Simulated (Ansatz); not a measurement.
Ir in Ansatz: the effect of functional

Ir:

```xyz
2
Lattice="2.7142 0.0000 0.0000 -1.3571 2.3506 0.0000 0.0000 0.0000 4.4020" Properties=species:S:1:pos:R:3 pbc="T T T"
Ir    0.0000    1.5670    1.1005
Ir    1.3571    0.7835    3.3015
```

This isn't the form of Ir at room conditions, which is fcc.

The cell isn't the ideal one: volume scaled by 0.96.

Alike in all runs:

```yaml
Program: Ansatz 0.2.0
Task: single point
Potentials_or_basis: Ansatz PAW
k_mesh: 11 × 11 × 6
Occupations: fermi-dirac, width 0.05 eV
Spin: no spin polarisation
```

| functional | cutoff | pressure (GPa) |
| --- | --- | --- |
| LDA | 420 eV (not typed: the program's choice for these potentials) | -3.8 |
| PBEsol | 420 eV (not typed: the program's choice for these potentials) | 2.2 |
| r2SCAN | 500 eV (not typed: the program's choice for these potentials) | ? |

Problem. What does the run with functional r2SCAN give?

Solution. Pressure 6.3 GPa.

Caveats: the PAW data sets come from PBE, with cores solved anew for the run's functional, which leaves a small shift of forces and pressure.
